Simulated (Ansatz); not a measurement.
## LiH: moving Li off its site

LiH, Fm-3m, a = 4.065 Å (as given, not relaxed at this level: -1.5 GPa). Ansatz: PBE, PAW, 420 eV, Γ-centred 10×10×10 mesh on 2 atoms, Gaussian smearing 0.05 eV; no spin polarisation.

```
Li H
1.0
     0.00000    2.03250    2.03250
     2.03250    0.00000    2.03250
     2.03250    2.03250    0.00000
Li H
1 1
Direct
  0.00000 0.00000 0.00000
  0.50000 0.50000 0.50000
```

Atom 1 (Li) moves by x along the unit vector (0.000, -0.707, -0.707), with its periodic images; all else is held. y is the free energy of the cell over the start, F the force along the path summed over the moved atoms. Symmetry makes y even in x.

```tsv
x (Å)	y (meV)	F (eV/Å)
-0.200	?	?
-0.100	4.79	0.10
0.000	0.00	0.00
0.025	0.30	-0.02
0.050	1.19	-0.05
0.075	2.68	-0.07
0.125	7.52	-0.12
0.150	10.89	-0.15
0.175	14.93	-0.17
```

Question: Fit y = c2 x² + c4 x⁴ to the energies of the other rows, give the force constant, and predict energy and force of the missing row.

Answer: Least squares on the rows shown. y = 474.64 x² + 419.80 x⁴. The force constant is 2 c2 = 0.949 eV/Å² (for all images moving together, not for a lone atom). With two atoms in a cubic cell this is the optical mode at Γ without the LO field: ω = 521.5 √(2 c2/μ) = 542 cm⁻¹ for μ = 0.88 u. The force −dy/dx at the missing row is 0.20 eV/Å (computed 0.20). At x = -0.200 the fit asked for gives 19.66 meV. The run gave 19.65 meV, so the fit is 0.01 meV too high, a small miss on the scale of the series.